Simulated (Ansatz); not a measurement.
TiCo3: changing the fixed moment of the cell

Symmetry: Pm-3m, No. 221, cubic system. The conventional cell has a = 3.571 Å, b = 3.571 Å, c = 3.571 Å, α = 90.00°, β = 90.00°, γ = 90.00°. Around Co (site symmetry 4/mmm) lie 8 Co at 2.53 Å and 4 Ti at 2.53 Å. Ti (site symmetry m-3m) has 12 Co at 2.53 Å as nearest neighbours.

Kept alike: task single point; functional PBEsol; k mesh 6 × 6 × 6; occupations fermi-dirac, width 0.05 eV. Program: Ansatz, Ansatz PAW, cutoff 420 eV. The mesh is that of the run's cell of 4 atoms. No spin-orbit coupling.

| run | pressure (GPa) | largest site moment (μB) | free energy over the lowest row (meV/atom) |
| --- | --- | --- | --- |
| A | -5.92 | 0.71 | 0.00 |
| B | 9.32 | 1.65 | 380.97 |
| C | -8.23 | 0.00 | 4.29 |
| D | 41.69 | 2.62 | 1764.11 |
| E | 30.22 | 2.33 | 1164.41 |
| F | 19.53 | 2.02 | 727.42 |
| G | 0.09 | 1.26 | 92.07 |

Pressure is positive in compression, with a Pulay correction for the finite cutoff. For a metal such a mesh leaves the last digits unconverged. The runs hold the magnetic state that their start led to, which needn't be the lowest. Site moments count inside each atom's sphere or projector. All rows use potentials made for PBE.

Problem. The runs differ in the fixed moment of the cell alone: 0; 1.8; 3.5; 5.2; 7; 8.8; 10.5 μB. Which run is which?

Solution. Run A is 1.8 μB; run B is 5.2 μB; run C is 0 μB; run D is 10.5 μB; run E is 8.8 μB; run F is 7 μB; run G is 3.5 μB. The pressure rises from -8.23 to 41.69 GPa between 0 and 10.5 μB. The largest site moment rises from 0.00 to 2.62 μB between 0 and 10.5 μB. The free energy is lowest at 1.8, and 1764.11 meV an atom higher at 10.5.
